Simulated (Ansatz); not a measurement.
BaTiO3: energy less free atoms and pressure as volume per atom varies

Results calculated with Ansatz 0.2.0, not measured. Periodic Kohn-Sham DFT of a crystal at fixed atoms; pressure and stress are positive in compression; the energy is the free energy less that of spherical unpolarised free atoms; site moments are those in the method's own spheres, positive along +z.

Cell of the first row (space group Amm2, No. 38):
```
CELL_PARAMETERS angstrom
3.90280 0.00000 0.00000
0.00000 2.77910 2.78770
0.00000 -2.77910 2.78770
ATOMIC_POSITIONS crystal
Ba 0.00000 0.00000 0.00000
Ti 0.50000 0.50790 0.50790
O 0.00000 0.49210 0.49210
O 0.50000 0.50251 0.99371
O 0.50000 0.99371 0.50251
```

Settings of every row: method all-electron LAPW; functional PBE; relativity scalar; k mesh 8x8x8; filling fermi-dirac; smearing width 0.05 eV; basis error target 1 meV/atom; nucleus gaussian.

Atom start moment: 0 on all atoms.

Limits: no spin-orbit coupling on heavy atoms.

| row | volume per atom (Å³) | energy less free atoms (eV/atom) | pressure (GPa) |
| --- | --- | --- | --- |
| 1 | 12.095 | -7.7783 | 14.032 |
| 2 | 12.352 | -7.7971 | 9.55 |
| 3 | 12.609 | -7.8092 | 5.534 |
| 4 | 12.738 | -7.8129 | 3.684 |
| 5 | 12.867 | -7.8151 | 1.932 |
| 6 | 12.995 | -7.816 | 0.272 |
| 7 | 13.124 | ? | ? |
| 8 | 13.381 | -7.8111 | -4.198 |
| 9 | 13.639 | -7.8023 | -6.795 |

Question: what energy less free atoms and pressure should row 7 give?

Worked fit of energy less free atoms. Take u = (V_r/V)^(2/3) − 1 with V_r = 12.803 Å³ an atom, which is twice the finite (Eulerian) strain; such expansions in the strain, on which the Birch-Murnaghan equation of state is built, carry the rest volume and the bulk modulus. The shown rows have u = 0.03865, 0.0242, 0.01023, 0.0034, -0.00332, -0.00987, -0.02901, -0.04129. Least squares give energy less free atoms = −7.81418 + 0.3325 × u + 15.235 × u² + 4.9 × u³ eV/atom; a parabola predicts inner rows, each left out in turn, worse (root mean square 8.3e-05 against 4.5e-05 eV/atom). All shown rows lie on it to the printed digit. Its lowest point lies at u = -0.0110, or V = 13.02 Å³ an atom, and the curvature there gives the bulk modulus at fixed shape and fractions, B = (4/9)(1 + u)² E″(u)/V = 161 GPa. Letting shape and atoms relax would as a rule lower it, by much in layered, chain or molecular crystals. The withheld row has u = -0.01637, so the fit gives −7.81418 + 0.3325 × (-0.01637) + 15.235 × (-0.01637)² + 4.9 × (-0.01637)³ = -7.8156 eV/atom.

The calculation gave -7.8156 eV/atom. The fit meets it to the printed digit.

Worked fit of pressure. Take u = (V_r/V)^(2/3) − 1 with V_r = 12.803 Å³ an atom, which is twice the finite (Eulerian) strain; such expansions in the strain, on which the Birch-Murnaghan equation of state is built, carry the rest volume and the bulk modulus. The shown rows have u = 0.03865, 0.0242, 0.01023, 0.0034, -0.00332, -0.00987, -0.02901, -0.04129. Least squares give pressure = 2.7844 + 261.437 × u + 738.85 × u² + 656 × u³ GPa; a parabola predicts inner rows, each left out in turn, worse (root mean square 0.011 against 0.0064 GPa). The rows lie off it by 0.001, -0.003, -0.003, 0.002, 0.007, -0.003, -0.004, 0.002 (root mean square 0.0036 GPa). The pressure vanishes at u = -0.0110, or V = 13.02 Å³ an atom, and there the bulk modulus at fixed shape and fractions is B = −V dP/dV = (2/3)(1 + u) dP/du = 162 GPa. Letting shape and atoms relax would as a rule lower it, by much in layered, chain or molecular crystals. The withheld row has u = -0.01637, so the fit gives 2.7844 + 261.437 × (-0.01637) + 738.85 × (-0.01637)² + 656 × (-0.01637)³ = -1.300 GPa.

The calculation gave -1.3 GPa. The fit meets it to the printed digit.
